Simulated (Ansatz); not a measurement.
The system is LiH.

```xyz
2
Lattice="0.0000 2.0368 2.0368 2.0368 0.0000 2.0368 2.0368 2.0368 0.0000" Properties=species:S:1:pos:R:3 pbc="T T T"
Li    0.0000    0.0000    0.0000
H     2.0368    2.0368    2.0368
```

Base run:

```yaml
Program: Ansatz 0.2.0
Functional: LDA
Potentials_or_basis: all-electron LAPW, scalar-relativistic
Cutoff: 174 eV
Density_cutoff: 698 eV
Basis_error_allowed: 0.001 eV/atom
k_mesh: 11 × 11 × 11
Occupations: fermi-dirac, width 0.05 eV
Spin: no spin polarisation
```

Its results: band gap on the k mesh 2.85 eV, direct; pressure -4.1 GPa.

Task: The run is repeated on the same cell with these changes: functional from LDA to PBEsol. What comes out?

Result: Band gap on the k mesh 2.98 eV, direct; pressure -2.3 GPa.

PBEsol binds less tightly than LDA, so the same cell stands under more pressure.

Caveats: the mesh misses the band edges, which the band path finds closer together.

Not every run made on this cell is shown here.
